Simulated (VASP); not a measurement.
# Cu (I4/mmm) in VASP: settings compared, part 2 of 2

VASP 6.6.1.

## (4) Single point, PBEsol

INCAR

```
SYSTEM = Cu
PREC = Accurate
ENCUT = 520
EDIFF = 1E-7
ISMEAR = -1
SIGMA = 0.05
LREAL = .FALSE.
LASPH = .TRUE.
NELM = 100
ALGO = Normal
ISIF = 2
LWAVE = .FALSE.
LCHARG = .FALSE.
GGA = PS
NBANDS = 12
```

KPOINTS

```
regular mesh
0
G
  13 13 13
  0 0 0
```

POSCAR

```
Cu
1.0
   -1.4427933200      1.4427933200      1.3760814500
    1.4427933200     -1.4427933200      1.3760814500
    1.4427933200      1.4427933200     -1.3760814500
Cu
1
Direct
    0.0000000000      0.0000000000      0.0000000000
```

Potentials or basis: VASP PAW PBE potentials, release 64 (Cu).

Launch:

```bash
> cat potpaw_PBE.64/Cu/POTCAR > POTCAR
> mpirun -np 1 vasp_std > vasp.out
```

OUTCAR:

```text
SYSTEM = Cu
   PREC = Accurate
   ENCUT = 520
   EDIFF = 1E-7
   ISMEAR = -1
   LREAL = .FALSE.
   LASPH = .TRUE.
   NELM = 100
   ISIF = 2
   GGA = PS

 ion  position               nearest neighbor table
   1  0.000  0.000  0.000-

  LATTYP: Found a body centered tetragonal cell.
 ALAT       =     2.8855866400
 C/A-ratio  =     0.9537620052

  Lattice vectors:

 A1 = (  -1.4427933200,   1.4427933200,   1.3760814500)
 A2 = (   1.4427933200,  -1.4427933200,   1.3760814500)
 A3 = (   1.4427933200,   1.4427933200,  -1.3760814500)

Analysis of symmetry for initial positions (statically):
=====================================================================
 Subroutine PRICEL returns:
 Original cell was already a primitive cell.

 Routine SETGRP: Setting up the symmetry group for a
 body centered tetragonal supercell.

 Subroutine GETGRP returns: Found 16 space group operations
 (whereof 16 operations were pure point group operations)
 out of a pool of 16 trial point group operations.

The static configuration has the point symmetry D_4h.

Analysis of symmetry for dynamics (positions and initial velocities):
=====================================================================
 Subroutine PRICEL returns:
 Original cell was already a primitive cell.

 Routine SETGRP: Setting up the symmetry group for a
 body centered tetragonal supercell.

 Subroutine GETGRP returns: Found 16 space group operations
 (whereof 16 operations were pure point group operations)
 out of a pool of 16 trial point group operations.

The dynamic configuration has the point symmetry D_4h.

 Subroutine INISYM returns: Found 16 space group operations
 (whereof 16 operations are pure point group operations),
 and found     1 'primitive' translations

----------------------------------------------------------------------------------------

                                     Primitive cell

  volume of cell :      11.4581

  direct lattice vectors                    reciprocal lattice vectors
    -1.442793320  1.442793320  1.376081450     0.000000000  0.346549983  0.363350585
     1.442793320 -1.442793320  1.376081450     0.346549983  0.000000000  0.363350585
     1.442793320  1.442793320 -1.376081450     0.346549983  0.346549983  0.000000000

  length of vectors
     2.461078074  2.461078074  2.461078074     0.502116060  0.502116060  0.490095685

  position of ions in fractional coordinates (direct lattice)
     0.000000000  0.000000000  0.000000000

  ion indices of the primitive-cell ions
   primitive index   ion index
                 1           1

----------------------------------------------------------------------------------------

 KPOINTS: regular mesh

Automatic generation of k-mesh.
 Grid dimensions read from file:
 generate k-points for:   13   13   13

 Generating k-lattice:

  Cartesian coordinates                     Fractional coordinates (reciprocal lattice)
     0.000000000  0.026657691  0.027950045     0.076923077 -0.000000000  0.000000000
     0.026657691  0.000000000  0.027950045    -0.000000000  0.076923077  0.000000000
     0.026657691  0.026657691  0.000000000     0.000000000  0.000000000  0.076923077

  Length of vectors
     0.038624312  0.038624312  0.037699668

  Shift w.r.t. Gamma in fractional coordinates (k-lattice)
     0.000000000  0.000000000  0.000000000

 Subroutine IBZKPT returns following result:
 ===========================================

 Found    196 irreducible k-points:

 Following reciprocal coordinates:
            Coordinates               Weight
  0.000000  0.000000  0.000000      1.000000
  0.076923  0.000000  0.000000      8.000000
  0.153846  0.000000  0.000000      8.000000
  0.230769 -0.000000  0.000000      8.000000
  0.307692  0.000000  0.000000      8.000000
  0.384615 -0.000000  0.000000      8.000000
[... 16 lines left out ...]
  0.384615  0.153846  0.000000     16.000000
  0.461538  0.153846  0.000000     16.000000
 [... further k-points ...]
   k-points           NKPTS =    196   k-points in BZ     NKDIM =    196   number of bands    NBANDS=     12
   number of dos      NEDOS =    301   number of ions     NIONS =      1
   total plane-waves  NPLWV =   5832
   dimension x,y,z NGX =    18 NGY =   18 NGZ =   18
   dimension x,y,z NGXF=    36 NGYF=   36 NGZF=   36
   ions per type =               1
   NGX,Y,Z   is equivalent  to a cutoff of  12.16, 12.16, 12.16 a.u.
   NGXF,Y,Z  is equivalent  to a cutoff of  24.32, 24.32, 24.32 a.u.
 SYSTEM =  Cu
   PREC   = accura    normal or accurate (medium, high low for compatibility)
   ISTART =      0    job   : 0-new  1-cont  2-samecut
   ICHARG =      2    charge: 1-file 2-atom 10-const
   ISPIN  =      1    spin polarized calculation?
   LNONCOLLINEAR =      F non collinear calculations
   LSORBIT =      F    spin-orbit coupling
   LASPH  =      T    aspherical Exc in radial PAW
   ENCUT  =  520.0 eV  38.22 Ry    6.18 a.u.   4.58  4.58  4.58*2*pi/ulx,y,z
   NELM   =    100;   NELMIN=  2; NELMDL= -5     # of ELM steps
   EDIFF  = 0.1E-06   stopping-criterion for ELM
   LREAL  =      F    real-space projection
   EDIFFG = 0.1E-05   stopping-criterion for IOM
   NSW    =      0    number of steps for IOM
   IBRION =     -1    ionic relax: 0-MD 1-quasi-New 2-CG
   NFREE  =      0    steps in history (QN), initial steepest desc. (CG)
   ISIF   =      2    stress and relaxation
   ISYM   =      2    0-nonsym 1-usesym 2-fastsym
   POTIM  = 0.5000    time-step for ionic-motion
   TEBEG  =    0.0;   TEEND  =   0.0 temperature during run
   PSTRESS=    0.0 pullay stress
   NELECT =      11.0000    total number of electrons
   NUPDOWN=      -1.0000    fix difference up-down
   EMIN   =  10.00;   EMAX   =-10.00  energy-range for DOS
   EFERMI =   0.00;   METHOD = LEGACY
   ISMEAR =    -1;   SIGMA  =   0.05  broadening in eV -4-tet -1-fermi 0-gaus
   EFERMI_NEDOS =   21; number of points for ismear=-14 and -15
   IALGO  =     38    algorithm
   IMIX   =      4    mixing-type and parameters
     AMIX     =   0.40;   BMIX     =  1.00
     AMIX_MAG =   1.60;   BMIX_MAG =  1.00
  volume/ion in A,a.u.               =      11.46        77.32
  Fermi-wavevector in a.u.,A,eV,Ry     =   1.614984  3.051878 35.486359  2.608174
  Thomas-Fermi vector in A             =   2.709805
   LORBIT       =      0    0 simple, 1 ext, 2 COOP (PROOUT), +10 PAW based schemes
   GGA     = PS    functional components
   LHFCALC =     F    Hartree Fock is set to
   AEXX    =    0.0000 exact exchange contribution
   IVDW    =     0    specifies the selected vdW correction
   LEPSILON=     F    determine dielectric tensor
   LRPA    =     F    only Hartree local field effects (RPA)
 non-spin polarized calculation
  energy-cutoff  :      520.00
  volume of cell :       11.46
 maximum number of plane-waves:       323
   NGX =  9   NGY =  9   NGZ =  9

 number of electron      10.9999998 magnetization

 Free energy of the ion-electron system (eV)
  ---------------------------------------------------
  ext. energy  EPLUGINS =         0.00000000
  ---------------------------------------------------
  free energy    TOTEN  =        -4.27617991 eV

  energy without entropy =       -4.27357739  energy(sigma->0) =       -4.27487865

 E-fermi :   7.7220     XC(G=0): -13.0858

 val. band max:        7.6978093740   @ k =  -0.3077   0.4615   0.0769
 cond. band min:       7.7361989571   @ k =  -0.2308   0.4615   0.0769
 fundamental gap:      0.0383895830
 Fermi energy:         7.7219584303

 k-point     1 :       0.0000    0.0000    0.0000
  band No.  band energies     occupation
      1      -1.8361      2.00000
      2       4.4623      2.00000
      3       4.6597      2.00000
      4       4.6597      2.00000
      5       5.5397      2.00000
      6       5.7484      2.00000
      7      32.6341      0.00000
      8      32.6341      0.00000
      9      33.8798      0.00000
     10      36.6652      0.00000
     11      36.6652      0.00000
     12      36.7064      0.00000
[... 331 lines left out ...]
 k-point    24 :       0.4615    0.1538    0.0000
  band No.  band energies     occupation
      1       2.9283      2.00000
      2       3.8386      2.00000
      3       4.9525      2.00000
      4       5.6223      2.00000
      5       5.9622      2.00000
      6       8.6572      0.00000
      7      13.3057      0.00000
      8      19.9840      0.00000
      9      25.1097      0.00000
     10      31.5109      0.00000
     11      37.2685      0.00000
     12      39.6528      0.00000

 [... further k-points ...]
[... 5 lines left out ...]
  --------------------------------------------------------------------------------------
  -------------------------------------------------------------------------------------
  Total       -0.0462223     -0.0462223     -0.0534201      0.0000000     -0.0000000      0.0000000
  in kB       -6.4632253     -6.4632253     -7.4697003      0.0000000     -0.0000000      0.0000000
  external PRESSURE =      -6.7987170 kB  Pullay stress =       0.0000000 kB

 VOLUME and BASIS-vectors are now :
 -----------------------------------------------------------------------------
  energy-cutoff  :      520.00
  volume of cell :       11.46
      direct lattice vectors                 reciprocal lattice vectors
    -1.442793320  1.442793320  1.376081450     0.000000000  0.346549983  0.363350585
     1.442793320 -1.442793320  1.376081450     0.346549983  0.000000000  0.363350585
     1.442793320  1.442793320 -1.376081450     0.346549983  0.346549983  0.000000000

 POSITION                                       TOTAL-FORCE (eV/Angst)
 -----------------------------------------------------------------------------------
      0.00000      0.00000      0.00000         0.000000      0.000000      0.000000
 -----------------------------------------------------------------------------------
    total drift:                                0.000000      0.000000      0.000000

  FREE ENERGIE OF THE ION-ELECTRON SYSTEM (eV)
  ---------------------------------------------------
  free  energy   TOTEN  =        -4.2761799120 eV

  energy  without entropy=       -4.2735773942  energy(sigma->0) =       -4.27487865
```

OSZICAR:

```text
N       E                     dE             d eps       ncg     rms          rms(c)
DAV:   1     0.415433273060E+02    0.41543E+02   -0.54686E+03  5272   0.156E+03
DAV:   2    -0.406141563477E+01   -0.45605E+02   -0.42331E+02  4880   0.206E+02
DAV:   3    -0.534803783485E+01   -0.12866E+01   -0.12778E+01  5492   0.394E+01
DAV:   4    -0.535565992621E+01   -0.76221E-02   -0.76211E-02  5304   0.268E+00
DAV:   5    -0.535572963272E+01   -0.69707E-04   -0.69706E-04  5508   0.260E-01    0.829E+00
DAV:   6    -0.469576549655E+01    0.65996E+00   -0.16251E+01  5444   0.775E+01    0.410E+00
DAV:   7    -0.429119702778E+01    0.40457E+00   -0.24895E+00  5516   0.301E+01    0.612E-01
DAV:   8    -0.427754463921E+01    0.13652E-01   -0.53407E-03  5516   0.906E-01    0.272E-01
DAV:   9    -0.427617244194E+01    0.13722E-02   -0.73164E-03  5808   0.145E+00    0.241E-02
DAV:  10    -0.427617873063E+01   -0.62887E-05   -0.37557E-05  6840   0.105E-01    0.560E-03
DAV:  11    -0.427617989450E+01   -0.11639E-05   -0.47853E-07  5700   0.121E-02    0.414E-04
DAV:  12    -0.427617991200E+01   -0.17496E-07   -0.17823E-08  2984   0.209E-03
   1 F= -.42761799E+01 E0= -.42748787E+01  d E =-.260252E-02
```

stdout:

```text
POSCAR found type information on POSCAR Cu
 POSCAR found :  1 types and       1 ions
 scaLAPACK will be used
 -----------------------------------------------------------------------------
|                                                                             |
|                                                                             |
|     You enforced a specific xc type in the INCAR file but a different       |
|     I HOPE YOU KNOW WHAT YOU ARE DOING!                                     |
|                                                                             |
 -----------------------------------------------------------------------------

 LDA part: xc-table for (Slater+PW92), standard interpolation
 POSCAR, INCAR and KPOINTS ok, starting setup
 FFT: planning ... GRIDC
 FFT: planning ... GRID_SOFT
 FFT: planning ... GRID
 WAVECAR not read
 entering main loop
```

Run time: 18 s. Hardware: 1 thread of Intel Xeon Platinum 8259CL at 2.50GHz (Skylake/Cascade Lake), shared host; peak memory 0.14 GiB.

Results:

* Free energy: -4.2762 eV
* Pressure: -0.7 GPa
* Band gap on the k mesh: none (metal or under the smearing width)

Stress tensor (GPa, compression positive):
```
-0.65  0.00  0.00
 0.00 -0.65  0.00
 0.00  0.00 -0.75
```

Caveat: the PAW data sets were made with another functional, which shifts forces and pressure a little.

## (5) Single point, PBEsol (cell strained at random at fixed volume)

INCAR is that of step 4.

KPOINTS is that of step 4.

POSCAR

```
Cu
1.0
   -1.4107970000      1.4416160000      1.3667370000
    1.3919440000     -1.4545510000      1.3605320000
    1.4609790000      1.5047330000     -1.3802990000
Cu
1
Direct
    0.0187920000      0.0028610000      0.0143870000
```

Potentials or basis: VASP PAW PBE potentials, release 64 (Cu).

Launch:

```bash
> cat potpaw_PBE.64/Cu/POTCAR > POTCAR
> mpirun -np 1 vasp_std > vasp.out
```

OUTCAR:

```text
SYSTEM = Cu
   PREC = Accurate
   ENCUT = 520
   EDIFF = 1E-7
   ISMEAR = -1
   LREAL = .FALSE.
   LASPH = .TRUE.
   NELM = 100
   ISIF = 2
   GGA = PS

 ion  position               nearest neighbor table
   1  0.019  0.003  0.014-

  LATTYP: Found a triclinic cell.
 ALAT       =     2.4298711969
 B/A-ratio  =     1.2127422758
 C/A-ratio  =     1.1224318554
 COS(alpha) =     0.0094617576
 COS(beta)  =     0.5587789161
 COS(gamma) =     0.5913409762

  Lattice vectors:

 A1 = (  -1.3919440000,   1.4545510000,  -1.3605320000)
 A2 = (   0.0501820000,   2.9463490000,  -0.0135620000)
 A3 = (   0.0188530000,   0.0129350000,  -2.7272690000)

Analysis of symmetry for initial positions (statically):
=====================================================================
 Subroutine PRICEL returns:
 Original cell was already a primitive cell.

 Routine SETGRP: Setting up the symmetry group for a
 triclinic supercell.

 Subroutine GETGRP returns: Found  2 space group operations
 (whereof  1 operations were pure point group operations)
 out of a pool of  2 trial point group operations.

The static configuration has the point symmetry C_1 .
 The point group associated with its full space group is S_2 .

Analysis of symmetry for dynamics (positions and initial velocities):
=====================================================================
 Subroutine PRICEL returns:
 Original cell was already a primitive cell.

 Routine SETGRP: Setting up the symmetry group for a
 triclinic supercell.

 Subroutine GETGRP returns: Found  2 space group operations
 (whereof  1 operations were pure point group operations)
 out of a pool of  2 trial point group operations.

The dynamic configuration has the point symmetry C_1 .
 The point group associated with its full space group is S_2 .

 Subroutine INISYM returns: Found  2 space group operations
 (whereof  1 operations are pure point group operations),
[... 113 lines left out ...]
     AMIX     =   0.40;   BMIX     =  1.00
     AMIX_MAG =   1.60;   BMIX_MAG =  1.00
  volume/ion in A,a.u.               =      11.46        77.32
  Fermi-wavevector in a.u.,A,eV,Ry     =   1.614984  3.051878 35.486364  2.608174
  Thomas-Fermi vector in A             =   2.709805
   LORBIT       =      0    0 simple, 1 ext, 2 COOP (PROOUT), +10 PAW based schemes
   GGA     = PS    functional components
   LHFCALC =     F    Hartree Fock is set to
   AEXX    =    0.0000 exact exchange contribution
   IVDW    =     0    specifies the selected vdW correction
   LEPSILON=     F    determine dielectric tensor
   LRPA    =     F    only Hartree local field effects (RPA)
 non-spin polarized calculation
  energy-cutoff  :      520.00
  volume of cell :       11.46
 maximum number of plane-waves:       322
 NGX is ok and might be reduce to    18
   NGX =  9   NGY =  9   NGZ =  9

 number of electron      11.0000009 magnetization

 Free energy of the ion-electron system (eV)
  ---------------------------------------------------
  ext. energy  EPLUGINS =         0.00000000
  ---------------------------------------------------
  free energy    TOTEN  =        -4.27125953 eV

  energy without entropy =       -4.26928890  energy(sigma->0) =       -4.27027422

 E-fermi :   7.7214     XC(G=0): -13.0844

 val. band max:        7.7076401039   @ k =  -0.0769   0.2308   0.3077
 cond. band min:       7.7278039413   @ k =   0.4615  -0.2308   0.0769
 fundamental gap:      0.0201638374
 Fermi energy:         7.7213563006

 k-point     1 :       0.0000    0.0000    0.0000
  band No.  band energies     occupation
      1      -1.8356      2.00000
      2       4.4141      2.00000
      3       4.5605      2.00000
      4       4.8192      2.00000
      5       5.5013      2.00000
      6       5.7847      2.00000
      7      31.5805      0.00000
      8      33.1155      0.00000
      9      34.0859      0.00000
     10      35.7186      0.00000
     11      36.1516      0.00000
     12      37.3318      0.00000
[... 331 lines left out ...]
 k-point    24 :       0.2308    0.1538   -0.0000
  band No.  band energies     occupation
      1       2.0254      2.00000
      2       4.1176      2.00000
      3       4.2702      2.00000
      4       5.3932      2.00000
      5       5.8867      2.00000
      6       6.3469      2.00000
      7      19.3026      0.00000
      8      22.6732      0.00000
      9      25.2354      0.00000
     10      31.8939      0.00000
     11      34.5988      0.00000
     12      38.8562      0.00000

 [... further k-points ...]
[... 5 lines left out ...]
  --------------------------------------------------------------------------------------
  -------------------------------------------------------------------------------------
  Total       -0.1120893      0.0539367     -0.0109459     -0.3160004      0.0643050      0.0976177
  in kB      -15.6733771      7.5419282     -1.5305548    -44.1861261      8.9917207     13.6498128
  external PRESSURE =      -3.2206679 kB  Pullay stress =       0.0000000 kB

 VOLUME and BASIS-vectors are now :
 -----------------------------------------------------------------------------
  energy-cutoff  :      520.00
  volume of cell :       11.46
      direct lattice vectors                 reciprocal lattice vectors
    -1.410797000  1.441616000  1.366737000    -0.003449275  0.341156955  0.368261377
     1.391944000 -1.454551000  1.360532000     0.353150907 -0.004315934  0.369087951
     1.460979000  1.504733000 -1.380299000     0.344678115  0.333550822  0.003964661

 POSITION                                       TOTAL-FORCE (eV/Angst)
 -----------------------------------------------------------------------------------
     -0.00151      0.04458      0.00972         0.000000      0.000000      0.000000
 -----------------------------------------------------------------------------------
    total drift:                               -0.000043     -0.000083     -0.000030

  FREE ENERGIE OF THE ION-ELECTRON SYSTEM (eV)
  ---------------------------------------------------
  free  energy   TOTEN  =        -4.2712595301 eV

  energy  without entropy=       -4.2692889050  energy(sigma->0) =       -4.27027422
```

Wall time 97 s (1 thread of Intel Xeon Platinum 8259CL at 2.50GHz (Skylake/Cascade Lake), shared host); peak memory 0.25 GiB.

Results:

```yaml
Free_energy: -4.2713 eV
Pressure: -0.3 GPa
Band_gap_on_the_k_mesh: none (metal or under the smearing width)
```

Stress tensor (GPa, compression positive):
```
-1.57 -4.42  1.36
-4.42  0.75  0.90
 1.36  0.90 -0.15
```

Caveat: the PAW data sets were made with another functional, which shifts forces and pressure a little.

## (6) Overview

```tsv
level	cell	ladder	gap on the mesh (eV)	pressure (GPa)
PBE	as given	-	none	7.9
PBE	cell strained at random at fixed volume	-	none	8.2
PBEsol	as given	free	none	-0.7
PBEsol	cell strained at random at fixed volume	free	none	-0.3
```

Alike in all rows: task single point; potentials or basis VASP PAW PBE potentials, release 64 (Cu); no spin polarisation; k mesh 13 × 13 × 13; cutoff (eV) 520; smearing fermi-dirac 0.05 eV.

Caveats: the PAW data sets were made with another functional, which shifts forces and pressure a little (some runs).

Absolute energies hang on the potentials; compare differences alone.
